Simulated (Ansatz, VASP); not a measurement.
## SiO2 in VASP and in Ansatz

```
CELL_PARAMETERS angstrom
4.73638 0.00000 0.00000
-2.36819 4.10182 0.00000
0.00000 0.00000 5.52485
ATOMIC_POSITIONS crystal
Si 0.00000 0.50000 0.33333
Si 0.50000 0.50000 0.66667
Si 0.50000 0.00000 0.00000
O 0.58439 0.79220 0.83333
O 0.79220 0.58439 0.50000
O 0.79220 0.20780 0.16667
O 0.41561 0.20780 0.83333
O 0.20780 0.41561 0.50000
O 0.20780 0.79220 0.16667
```

Change from the starting cell: strain -0.0600 x Voigt [1, 1, 0, 0, 0, 0], atoms carried along.

Alike in both runs: task single point; functional LDA; k mesh 6 × 6 × 4; occupations gaussian, width 0.05 eV; no spin polarisation.

|  | VASP | Ansatz |
| --- | --- | --- |
| version | VASP 6.6.1 | Ansatz 0.2.0 |
| potentials or method | VASP PAW LDA potentials, release 64 (Si, O) | scalar-relativistic, plane waves, PAW |
| plane-wave cutoff (eV) | 520 | 420 |
| valence electrons in the cell | 48 | 48 |

```csv
,VASP,Ansatz,Ansatz less VASP
gap on the k mesh at the Fermi level (eV),5.83,5.83,+0.009
least direct gap on the mesh (eV),5.93,5.93,+0.006
pressure (GPa),30.0,29.2,-0.80
largest component of the traceless stress (GPa),1.51,1.62,+0.107
rms of the force components (eV/Å),0.599,0.595,-0.0041
```

Atom by atom the forces differ by 0.004 eV/Å (rms over components).

Caveats: so large a pressure means that the cell lies far from this level's equilibrium, or that cutoff or potentials fall short (VASP); forces of over 1 eV/Å show positions far from the minimum, so gaps and moduli don't describe the material at rest. A k mesh can miss the band edges.
